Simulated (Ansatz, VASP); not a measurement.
## CaSe: VASP beside Ansatz

```
Se Ca
1.0
     0.00000    2.95600    2.95600
     2.95600    0.00000    2.95600
     2.95600    2.95600    0.00000
Se Ca
1 1
Direct
  0.50000 0.50000 0.50000
  0.00000 0.00000 0.00000
```

Alike in both runs: functional r2SCAN; k mesh 8 × 8 × 8; occupations fermi-dirac, width 0.05 eV; no spin polarisation.

|  | VASP | Ansatz |
| --- | --- | --- |
| version | VASP 6.6.1 | Ansatz 0.2.0 |
| potentials or method | VASP PAW PBE potentials, release 64 (Se, Ca_sv) | Ansatz PAW |
| plane-wave cutoff (eV) | 520 | 500 |
| valence electrons in the cell | 16 | 26 |
| task | single point | band structure |

|  | VASP | Ansatz | Ansatz less VASP |
| --- | --- | --- | --- |
| gap on the k mesh at the Fermi level (eV) | 2.49 | 2.49 | +0.001 |
| least direct gap on the mesh (eV) | 3.44 | 3.44 | +0.003 |
| pressure (GPa) | 0.9 | 0.6 | -0.27 |

The functional is the same, so the differences come from potentials, cutoffs and numerics. The two sets of potentials don't hold the same shells in valence.

Caveats: the PAW data sets were made with another functional, which shifts forces and pressure a little (VASP); the PAW data sets come from PBE, with cores solved anew for the run's functional, which leaves a small shift of forces and pressure (Ansatz). r2SCAN opens gaps a little over a GGA but as a rule still falls short of measured ones. A k mesh can miss the band edges.
